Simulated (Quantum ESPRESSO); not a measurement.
## AlAu in Quantum ESPRESSO: the effect of target pressure

The system is AlAu.

```
Au Al
1.0
     3.22394    0.00000    0.00000
     0.00000    3.22394    0.00000
     0.00000    0.00000    3.22394
Au Al
1 1
Direct
  0.50000 0.50000 0.50000
  0.00000 0.00000 0.00000
```

The cell comes from a database or a generator and needn't be the stable form of this composition.

Alike in all runs:

```yaml
Program: Quantum ESPRESSO 7.5
Task: phonons
Functional: PBEsol
Potentials_or_basis: GBRV 1.5 PBEsol
Cutoff: 612 eV
Density_cutoff: 4898 eV
k_mesh: 8 × 8 × 8
Occupations: cold, width 0.2 eV
Spin: no spin polarisation
```

Each run relaxes the cell or the atoms first.

Problem. One run gave: relaxed volume 15.74 Å³/atom; highest phonon frequency 169 cm⁻¹. Which target pressure did it use?
A. 5 GPa
B. 2 GPa
C. 10 GPa
D. 0 GPa
E. 15 GPa

Solution. B.

```csv
target pressure,relaxed volume (Å³/atom),highest phonon frequency (cm⁻¹)
0 GPa,15.98,158
2 GPa,15.74,169
5 GPa,15.42,184
10 GPa,14.97,204
15 GPa,14.59,221
```

Caveats: the mesh is thin for the phonons of a metal; the cell is more than 3 GPa from zero pressure, which shifts response properties (some runs).

Runs at the PBE level aren't shown here.
